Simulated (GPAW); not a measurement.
# BAs (F-43m) in GPAW: a series of runs

One crystal, BAs, is run at these levels: AM05+D4, PBE, revTPSS+D4, PW91, vdW-DF2, PBEint; tasks: equation of state, band structure, phonons, elastic constants.

Program: GPAW 26.7.0. These are calculated values, not measurements. Logs are shortened: lines on timing, memory, paths and dates and some standing lists are left out, and cuts for length are marked. The log counts tension as positive stress, the text compression.

**The experiment to reproduce.**

“Basic Physical Properties of Cubic Boron Arsenide”, 2019, arxiv:1911.11281 quotes, for a bulk crystal of BAs: bulk modulus 148 GPa.

How close the calculation comes is told below.

## (1) The crystal as given

The structure is cubic, space group F-43m (No. 216). Conventional cell: a = 4.777 Å, b = 4.777 Å, c = 4.777 Å, α = 90.00°, β = 90.00°, γ = 90.00°. As (site symmetry -43m) has 4 B at 2.07 Å as nearest neighbours. B (site symmetry -43m) is surrounded by 4 As at 2.07 Å.

## (2) Equation of state, AM05+D4

The input, run.py:

```python
from ase.calculators.mixing import SumCalculator
from ase.eos import EquationOfState
from ase.io import Trajectory, read
from ase.units import GPa
from dftd4.ase import DFTD4
from gpaw import GPAW, PW, setup_paths

setup_paths.insert(0, '.')

atoms = read('BAs.xyz')

traj = Trajectory('eos.traj', 'w')
volumes, energies = [], []
for x in [0.94, 0.96, 0.98, 1.0, 1.02, 1.04, 1.06]:
    a = atoms.copy()
    a.set_cell(atoms.cell * x**(1 / 3), scale_atoms=True)
    calc = GPAW(mode=PW(800),
                xc='AM05',
                kpts={'size': (8, 8, 8), 'gamma': True},
                occupations={'name': 'fermi-dirac', 'width': 0.05},
                nbands=11,
                convergence={'density': 1e-05, 'energy': 1e-05},
                maxiter=150,
                txt=f'eos-{x:.2f}.txt')
    a.calc = SumCalculator([calc, DFTD4(method='am05')])
    energies.append(a.get_potential_energy())
    volumes.append(a.get_volume())
    p = -a.get_stress()[:3].mean() / GPa
    calc.write(f'eos-{x:.2f}.gpw')
    traj.write(a)
    print(f'{x:.2f} {volumes[-1]:10.4f} A^3 {energies[-1]:14.6f} eV {p:9.3f} GPa', flush=True)

v0, e0, B = EquationOfState(volumes, energies, eos='birchmurnaghan').fit()
print(f'V0 = {v0:.4f} A^3, E0 = {e0:.6f} eV, B0 = {B / GPa:.2f} GPa')
```

The input, BAs.xyz:

```xyz
2
Lattice="0.0000000000 2.3885000000 2.3885000000 2.3885000000 0.0000000000 2.3885000000 2.3885000000 2.3885000000 0.0000000000" Properties=species:S:1:pos:R:3 pbc="T T T"
As     3.5827500000      3.5827500000      3.5827500000
B      0.0000000000      0.0000000000      0.0000000000
```

Potentials or basis: PAW data sets generated in the run's folder for this functional, pw.

Command:

```bash
gpaw-setup -f AM05 As B
OMP_NUM_THREADS=1 python run.py
```

What it wrote:

```text
__  _  _
 | _ |_)|_||  |
 |__||  | ||/\| - 26.7.0

Input parameters:
  mode=PW(ecut=800.0),
  convergence={'density': 1e-05, 'energy': 1e-05},
  kpts=MonkhorstPack(size=(8, 8, 8), gamma=True),
  maxiter=150,
  nbands=11,
  occupations=Occupations(name='fermi-dirac', width=0.05),
  xc=XC(name='AM05')

Diagonalizing LCAO Hamiltonian
Converting LCAO to pw mode

                  As

       B

Atoms  # Å, Bohr magnetons
|   | symbol |        x |        y |        z |    initial magnetic moments |
|---|--------|----------|----------|----------|-----------------------------|
| 0 |     As | 3.509612 | 3.509612 | 3.509612 | ( 0.0000,  0.0000,  0.0000) |
| 1 |      B | 0.000000 | 0.000000 | 0.000000 | ( 0.0000,  0.0000,  0.0000) |

Unit cell  # Å
| periodic |        x |        y |        z |  lengths |    angles |
|----------|----------|----------|----------|----------|-----------|
|      yes | 0.000000 | 2.339741 | 2.339741 | 3.308894 | 60.000000 |
|      yes | 2.339741 | 0.000000 | 2.339741 | 3.308894 | 60.000000 |
|      yes | 2.339741 | 2.339741 | 0.000000 | 3.308894 | 60.000000 |

Number of symmetries: 24
Symmetry operations  # r_c * U_cc + t_c -> r_c
|    | kind |            matrix            |
|----|------|------------------------------|
|  0 |  E   |  1, 0, 0,  0, 1, 0,  0, 0, 1 |
|  1 |  σ   |  1, 0, 0,  0, 0, 1,  0, 1, 0 |
|  2 |  σ   |  1, 0,-1,  0, 1,-1,  0, 0,-1 |
|  3 |  C3  |  1, 0,-1,  0, 0,-1,  0, 1,-1 |
|  4 |  C3  |  1,-1, 0,  0,-1, 1,  0,-1, 0 |
|  5 |  σ   |  1,-1, 0,  0,-1, 0,  0,-1, 1 |
|  6 |  σ   |  0, 1, 0,  1, 0, 0,  0, 0, 1 |
|  7 |  C3  |  0, 1, 0,  0, 0, 1,  1, 0, 0 |
|  8 |  C2  |  0, 1,-1,  1, 0,-1,  0, 0,-1 |
|  9 |  S4  |  0, 1,-1,  0, 0,-1,  1, 0,-1 |
| 10 |  C3  |  0, 0, 1,  1, 0, 0,  0, 1, 0 |
| 11 |  σ   |  0, 0, 1,  0, 1, 0,  1, 0, 0 |
| 12 |  S4  |  0, 0,-1,  1, 0,-1,  0, 1,-1 |
| 13 |  C3  |  0, 0,-1,  0, 1,-1,  1, 0,-1 |
| 14 |  S4  |  0,-1, 1,  1,-1, 0,  0,-1, 0 |
| 15 |  C2  |  0,-1, 1,  0,-1, 0,  1,-1, 0 |
| 16 |  C3  |  0,-1, 0,  1,-1, 0,  0,-1, 1 |
| 17 |  S4  |  0,-1, 0,  0,-1, 1,  1,-1, 0 |
| 18 |  S4  | -1, 1, 0, -1, 0, 1, -1, 0, 0 |
| 19 |  C3  | -1, 1, 0, -1, 0, 0, -1, 0, 1 |
| 20 |  C3  | -1, 0, 1, -1, 1, 0, -1, 0, 0 |
| 21 |  S4  | -1, 0, 1, -1, 0, 0, -1, 1, 0 |
| 22 |  σ   | -1, 0, 0, -1, 1, 0, -1, 0, 1 |
| 23 |  C2  | -1, 0, 0, -1, 0, 1, -1, 1, 0 |

BZ-sampling:
  Number of BZ points: 512
  Number of IBZ points: 29

  Monkhorst-Pack size: [8, 8, 8]
  Monkhorst-Pack shift: [0.0625, 0.0625, 0.0625]

K-points  # in reciprocal-cell coordinates
|     |                                coordinates |     weight |
|-----|--------------------------------------------|------------|
|   0 | (  0.00000000,   0.00000000,   0.00000000) | 0.00195312 |
|   1 | (  0.12500000,   0.12500000,   0.00000000) | 0.01171875 |
|   2 | (  0.12500000,   0.12500000,   0.12500000) | 0.01562500 |
|   3 | (  0.25000000,   0.12500000,   0.12500000) | 0.02343750 |
|   4 | (  0.25000000,   0.25000000,   0.00000000) | 0.01171875 |
|   5 | (  0.25000000,   0.25000000,   0.12500000) | 0.04687500 |
|   6 | (  0.25000000,   0.25000000,   0.25000000) | 0.01562500 |
|   7 | (  0.37500000,   0.25000000,  -0.37500000) | 0.04687500 |
|   8 | (  0.37500000,   0.25000000,   0.12500000) | 0.04687500 |
|   9 | (  0.37500000,   0.25000000,   0.25000000) | 0.04687500 |
| ... |                                            |            |
|  28 | (  0.50000000,   0.50000000,   0.50000000) | 0.00781250 |

Plane wave coefficients: 1363
Cutoff: 800.0 eV

Spin-components: 1 (collinear spins)
Bands:           11
Projectors:      10
Spin-degeneracy: 2
Datatype:        complex128

Parallelization:
  kpt:    1
  domain: 1
  band:   1

Density:
  Valence electrons: 8.0
  Components: 1
  Grid points: [24 24 24]
  Charge: 0.0  # |e|

Potential:
  Grid points: [24 24 24]

species:
  As:
    name:    Arsenic
    Z:       33.0
    valence: 5
    core:    28
    charge:  0.0  # [|e|]
    compensation charges:
      type: gauss
      rc: 0.33  # [Å]
      lmax: 2
    cutoffs:
      filter: 1.87  # [Å]
      core: 2.96  # [Å]
    projectors
    | kind |    occ | energy [eV] | rcut [Å] |
    |------|--------|-------------|----------|
    |   4s |  2.000 |     -14.452 |    1.058 |
    |   4p |  3.000 |      -5.157 |    1.058 |
    |    s |        |      12.760 |    1.058 |
    |    p |        |      22.054 |    1.058 |
    |    d |        |       0.000 |    1.058 |

    Using partial waves for As as LCAO basis

  B:
    name:    Boron
    Z:       5.0
    valence: 3
    core:    2
    charge:  0.0  # [|e|]
    compensation charges:
      type: gauss
      rc: 0.20  # [Å]
      lmax: 2
    cutoffs:
      filter: 1.14  # [Å]
      core: 1.42  # [Å]
    projectors
    | kind |    occ | energy [eV] | rcut [Å] |
    |------|--------|-------------|----------|
    |   2s |  2.000 |      -9.331 |    0.635 |
    |   2p |  1.000 |      -3.537 |    0.635 |
    |    s |        |      17.880 |    0.635 |
    |    p |        |      23.674 |    0.635 |
    |    d |        |       0.000 |    0.635 |

    Using partial waves for B as LCAO basis

Reference energy: -62088.585669  # eV

eigensolver:
  PPCG
  Converge bands: occupied
  niter=2

density mixing:
  MSR1-Mixer
  Pratt-step length: 0.05
  Maximum mixing coefficient: 0.75
  Old densities: 10
  SVD Regularization: 0.005
  Good broyden scale: 1.0
  Trust region scale: 1.0
  Backstep threshold: 4.0
  History deletion threshold: 6.0
  Fourier metric: weight=20.0, sigma=0.015

occupation numbers:
  Fermi-Dirac:
    width: 0.0500  # eV

poisson solver:
  ecut: 6400.0  # eV

xc functional:
  name: AM05 with 2 nearest neighbor stencil

convergence criteria:
- Maximum integral of absolute [dens]ity change: 1e-05 electrons / valence electron
- Maximum [total energy] change in last 3 cyles: 1e-05 eV / valence electron
- Maximum integral of absolute [eigenst]ate change: 4e-08 eV^2 / valence electron
maximum number of iterations: 150

SCF iterations
|iter     | |      energy | eigst |  dens |
|---------|-|-------------|-------|-------|
|iter:   1| |  -12.474384 | -0.27 |       |
|iter:   2| |  -12.342391 | -2.34 | -0.70 |
|iter:   3| |  -11.804264 | -1.67 | -0.75 |
|iter:   4| |  -11.800122 | -3.07 | -1.46 |
|iter:   5| |  -11.800605 | -3.94 | -1.91 |
|iter:   6| |  -11.800662 | -5.53 | -2.64 |
|iter:   7| |  -11.800663c| -7.38 | -3.59 |
|iter:   8| |  -11.800663c| -8.37c| -4.09 |
|iter:   9| |  -11.800663c| -9.14c| -5.30c|

Converged in 9 steps
Energy contributions relative to reference atoms: (reference = -62088.585669)

Energy contributions:
  Kinetic:          27.050322
  Coulomb:         -23.408637
  Zero:             -0.011320
  External:          0.000000
  Xc:              -15.431027
  Entropy:          -0.000000
  Spinorbit:         0.000000
  ----------------------------
  Free energy:     -11.800663
  Extrapolated:    -11.800663

dipole moment: (-3.035335, -3.035335, -3.035335)  # |e|*Ang

Fermi level: 9.252
Eigenvalues  # (at kpt = [0.000, 0.000, 0.000])
| band index |      eig [eV] | occ [0-2] |
|------------|---------------|-----------|
|          0 |        -7.259 |     2.000 |
|          1 |         8.734 |     2.000 |
|          2 |         8.734 |     2.000 |
|          3 |         8.734 |     2.000 |
|          4 |        12.062 |     0.000 |
|          5 |        12.062 |     0.000 |
|          6 |        12.062 |     0.000 |
|          7 |        14.297 |     0.000 |
|          8 |        18.588 |     0.000 |
|          9 |        22.031 |     0.000 |
|         10 |        22.035 |     0.000 |

Gap: 1.072 eV
Transition (v -> c):
  (s=0, k=0, n=3, [0.00, 0.00, 0.00]) -> (s=0, k=12, n=4, [0.38, 0.38, 0.00])
Direct/indirect transitions are different
Direct gap: 3.328 eV
Transition at: (s=0, k=0, n=3, [0.00, 0.00, 0.00])

Stress tensor  # eV/Ang^3
|         x |         y |         z |
|-----------|-----------|-----------|
| -0.057940 | -0.000000 | -0.000000 |
| -0.000000 | -0.057940 |  0.000000 |
| -0.000000 |  0.000000 | -0.057940 |

# Writing to eos-0.94.gpw (mode='')
```

Run time: 64 s. Hardware: 1 thread of Arm Neoverse V2, shared host; peak memory 0.22 GiB.

What came out:

```yaml
Equilibrium_volume: 13.35 Å³/atom
Bulk_modulus: 145 GPa
Pressure_derivative_of_the_bulk_modulus: 4.2
```

Energy against volume, from the lowest point:
| volume (Å³/atom) | energy (meV/atom) |
| --- | --- |
| 12.809 | 10.67 |
| 13.081 | 2.53 |
| 13.354 | 0.00 |
| 13.626 | 2.52 |
| 13.899 | 9.57 |
| 14.171 | 20.70 |
| 14.444 | 35.50 |

## (3) Band structure, PBE

The input, run.py:

```python
from ase.dft.bandgap import bandgap
from ase.io import read, write
from gpaw import GPAW

atoms = read('BAs.xyz')

calc = GPAW(mode='fd',
            h=0.16,
            xc='PBE',
            kpts={'size': (8, 8, 8), 'gamma': True},
            occupations={'name': 'fermi-dirac', 'width': 0.05},
            nbands=11,
            convergence={'density': 1e-05, 'energy': 1e-05},
            maxiter=150,
            txt='gpaw.txt')
atoms.calc = calc
energy = atoms.get_potential_energy()
forces = atoms.get_forces()
calc.write('gs.gpw')
write('result.traj', atoms)
print(f'Energy: {energy:.6f} eV')
print('Forces (eV/A):')
print(forces.round(4))
print('Fermi level:', round(calc.get_fermi_level(), 4), 'eV')
print(f'Gap: {bandgap(calc)[0]:.4f} eV, direct: {bandgap(calc, direct=True)[0]:.4f} eV')

path = atoms.cell.bandpath('GXWKGLUWLK,UX', npoints=60, eps=1e-4)
bs_calc = calc.fixed_density(kpts=path, symmetry='off', nbands=19,
                             convergence={'bands': 'CBM+6.0', 'eigenstates': 1e-6}, txt='bands.txt')
bs = bs_calc.band_structure()
bs.write('bs.json')
print(f'Gap on the path: {bandgap(bs_calc)[0]:.4f} eV')
```

BAs.xyz is that of step 2.

Potentials or basis: GPAW PAW data sets (gpaw-data 1.2.1), fd.

Command:

```bash
OMP_NUM_THREADS=1 python run.py
```

Run time: 33 s. Hardware: 1 thread of Arm Neoverse V2, shared host; peak memory 0.29 GiB.

Results (log left out):

```yaml
Free_energy: -11.3814 eV
Band_gap_on_the_k_mesh: 1.20 eV, indirect (least direct gap 3.29 eV)
Band_gap_along_the_path: 1.20 eV, indirect (least direct gap 3.29 eV)
```

Levels at the corners of the path, in eV from the valence-band top:
| point | band 1 | band 2 | band 3 | band 4 | band 5 | band 6 | band 7 | band 8 |
| --- | --- | --- | --- | --- | --- | --- | --- | --- |
| Γ | -15.39 | 0.00 | 0.00 | 0.00 | 3.29 | 3.29 | 3.29 | 4.72 |
| X | -11.20 | -8.53 | -4.07 | -4.07 | 1.43 | 1.45 | 11.40 | 11.41 |
| W | -11.04 | -8.07 | -5.48 | -5.20 | 5.28 | 5.98 | 6.82 | 7.07 |
| K | -11.25 | -8.15 | -5.95 | -3.48 | 2.05 | 5.57 | 9.26 | 9.80 |
| Γ | -15.39 | 0.00 | 0.00 | 0.00 | 3.29 | 3.29 | 3.29 | 4.72 |
| L | -12.52 | -8.78 | -1.82 | -1.82 | 2.71 | 4.80 | 4.80 | 8.93 |
| U | -11.25 | -8.15 | -5.95 | -3.48 | 2.05 | 5.57 | 9.26 | 9.80 |
| W | -11.04 | -8.07 | -5.48 | -5.20 | 5.28 | 5.98 | 6.82 | 7.07 |
| L | -12.52 | -8.78 | -1.82 | -1.82 | 2.71 | 4.80 | 4.80 | 8.93 |
| K | -11.25 | -8.15 | -5.95 | -3.48 | 2.05 | 5.57 | 9.26 | 9.80 |
| U | -11.25 | -8.15 | -5.95 | -3.48 | 2.05 | 5.57 | 9.26 | 9.80 |
| X | -11.20 | -8.53 | -4.07 | -4.07 | 1.43 | 1.45 | 11.40 | 11.41 |

Caveat: the real-space grid adds noise to forces.

## (4) Equation of state, revTPSS+D4

The input, run.py:

```python
from ase import Atoms
from ase.calculators.mixing import SumCalculator
from ase.eos import EquationOfState
from ase.io import Trajectory
from ase.units import GPa
from dftd4.ase import DFTD4
from gpaw import GPAW, PW

atoms = Atoms(['As', 'B'],
              cell=[[0.0, 2.3885, 2.3885],
                    [2.3885, 0.0, 2.3885],
                    [2.3885, 2.3885, 0.0]],
              scaled_positions=[[0.75, 0.75, 0.75],
                                [0.0, 0.0, 0.0]],
              pbc=True)

traj = Trajectory('eos.traj', 'w')
volumes, energies = [], []
for x in [0.94, 0.96, 0.98, 1.0, 1.02, 1.04, 1.06]:
    a = atoms.copy()
    a.set_cell(atoms.cell * x**(1 / 3), scale_atoms=True)
    calc = GPAW(mode=PW(800),
                xc='MGGA_X_REVTPSS+MGGA_C_REVTPSS',
                kpts={'size': (8, 8, 8), 'gamma': True},
                occupations={'name': 'fermi-dirac', 'width': 0.05},
                nbands=11,
                convergence={'density': 1e-05, 'energy': 1e-05},
                eigensolver='davidson',
                maxiter=150,
                txt=f'eos-{x:.2f}.txt')
    a.calc = SumCalculator([calc, DFTD4(method='revtpss')])
    energies.append(a.get_potential_energy())
    volumes.append(a.get_volume())
    p = -a.get_stress()[:3].mean() / GPa
    calc.write(f'eos-{x:.2f}.gpw')
    traj.write(a)
    print(f'{x:.2f} {volumes[-1]:10.4f} A^3 {energies[-1]:14.6f} eV {p:9.3f} GPa', flush=True)

v0, e0, B = EquationOfState(volumes, energies, eos='birchmurnaghan').fit()
print(f'V0 = {v0:.4f} A^3, E0 = {e0:.6f} eV, B0 = {B / GPa:.2f} GPa')
```

Potentials or basis: GPAW PAW data sets (gpaw-data 1.2.1), pw.

Command:

```bash
OMP_NUM_THREADS=1 python run.py
```

It took 8 min on 1 thread of Arm Neoverse V2, shared host; peak memory 0.44 GiB.

Energy against volume, from the lowest point:
```csv
volume (Å³/atom),energy (meV/atom)
12.809,5.75
13.081,0.13
13.354,0.00
13.626,4.80
```

Caveat: the PAW data sets were made with another functional, which shifts forces and pressure a little.

## (5) Band structure, PW91, spin-orbit coupling, no magnetisation

The input, run.py:

```python
import numpy as np
from ase.dft.bandgap import bandgap
from ase.io import read, write
from ase.units import GPa
from gpaw import GPAW, PW, setup_paths
from gpaw.spinorbit import soc_eigenstates

setup_paths.insert(0, '.')

atoms = read('BAs.cif')

calc = GPAW(mode=PW(800),
            xc='GGA_X_PW91+GGA_C_PW91',
            kpts={'size': (8, 8, 8), 'gamma': True},
            occupations={'name': 'fermi-dirac', 'width': 0.05},
            nbands=11,
            convergence={'density': 1e-05, 'energy': 1e-05},
            maxiter=150,
            txt='gpaw.txt')
atoms.calc = calc
energy = atoms.get_potential_energy()
forces = atoms.get_forces()
stress = atoms.get_stress()
calc.write('gs.gpw')
write('result.traj', atoms)
print(f'Energy: {energy:.6f} eV')
print('Forces (eV/A):')
print(forces.round(4))
print('Stress (GPa):', (stress / GPa).round(3))
print('Fermi level:', round(calc.get_fermi_level(), 4), 'eV')
print(f'Gap: {bandgap(calc)[0]:.4f} eV, direct: {bandgap(calc, direct=True)[0]:.4f} eV')

path = atoms.cell.bandpath('GXWKGLUWLK,UX', npoints=100, eps=1e-4)
bs_calc = calc.fixed_density(kpts=path, symmetry='off', nbands=19,
                             convergence={'bands': 'CBM+6.0', 'eigenstates': 1e-6}, txt='bands.txt')
bs = bs_calc.band_structure()
bs.write('bs.json')
print(f'Gap on the path: {bandgap(bs_calc)[0]:.4f} eV')

soc = soc_eigenstates(bs_calc, theta=0, phi=0)
np.savetxt('soc_bands.dat', soc.eigenvalues(), fmt='%.4f')
mesh = soc_eigenstates('gs.gpw', theta=0, phi=0)
np.savetxt('soc_mesh.dat', mesh.eigenvalues(), fmt='%.4f')
print('Fermi level with spin-orbit coupling:', round(mesh.fermi_level, 4), 'eV')
```

The input, BAs.cif:

```cif
data_BAs
_cell_length_a 3.37784909
_cell_length_b 3.37784909
_cell_length_c 3.37784909
_cell_angle_alpha 60.00000000
_cell_angle_beta 60.00000000
_cell_angle_gamma 60.00000000
_space_group_name_H-M_alt 'P1'
_space_group_name_Hall 'P 1'
_space_group_IT_number 1
loop_
_space_group_symop_operation_xyz
'x,y,z'
loop_
_atom_site_label
_atom_site_type_symbol
_atom_site_symmetry_multiplicity
_atom_site_Wyckoff_symbol
_atom_site_fract_x
_atom_site_fract_y
_atom_site_fract_z
_atom_site_occupancy
As1 As 1 a 0.7500000000 0.7500000000 0.7500000000 1
B1 B 1 a 0.0000000000 0.0000000000 0.0000000000 1
```

Potentials or basis: PAW data sets generated in the run's folder for this functional, pw.

Command:

```bash
gpaw-setup -f GGA_X_PW91+GGA_C_PW91 As B
OMP_NUM_THREADS=1 python run.py
```

Wall time 27 s (1 thread of Arm Neoverse V2, shared host); peak memory 0.26 GiB.

The run converged. Its results:

- Free energy: -11.4135 eV
- Pressure: 3.2 GPa
- Band gap on the k mesh: 1.15 eV, indirect (least direct gap 3.09 eV)
- Band gap along the path: 1.13 eV, indirect (least direct gap 3.09 eV)

Levels at the corners of the path, in eV from the valence-band top:
```
point  band 4  band 5  band 6  band 7  band 8  band 9  band 10  band 11  band 12  band 13
    Γ   -0.22    0.00    0.00    0.00    0.00    3.09     3.09     3.32     3.32     3.32
    X   -8.58   -4.20   -4.20   -4.06   -4.06    1.39     1.39     1.40     1.40    11.24
    W   -8.08   -5.62   -5.47   -5.25   -5.23    5.22     5.23     5.91     5.91     6.71
    K   -8.17   -6.05   -5.95   -3.54   -3.54    1.99     2.01     5.49     5.53     9.17
    Γ   -0.22    0.00    0.00    0.00    0.00    3.09     3.09     3.32     3.32     3.32
    L   -8.83   -1.96   -1.96   -1.81   -1.81    2.64     2.64     4.70     4.70     4.79
    U   -8.17   -6.05   -5.95   -3.54   -3.54    1.99     2.01     5.49     5.53     9.17
    W   -8.08   -5.62   -5.47   -5.25   -5.23    5.22     5.23     5.91     5.91     6.71
    L   -8.83   -1.96   -1.96   -1.81   -1.81    2.64     2.64     4.70     4.70     4.79
    K   -8.17   -6.05   -5.95   -3.54   -3.54    1.99     2.01     5.49     5.53     9.17
    U   -8.17   -6.05   -5.95   -3.54   -3.54    1.99     2.01     5.49     5.53     9.17
    X   -8.58   -4.20   -4.20   -4.06   -4.06    1.39     1.39     1.40     1.40    11.24
```

Caveat: spin-orbit coupling was added after a scalar SCF, so levels and gaps hold it while energy, forces, pressure and moments don't; this program's spin-orbit splittings come out too wide for heavy elements.

[end of part 1 of 2]
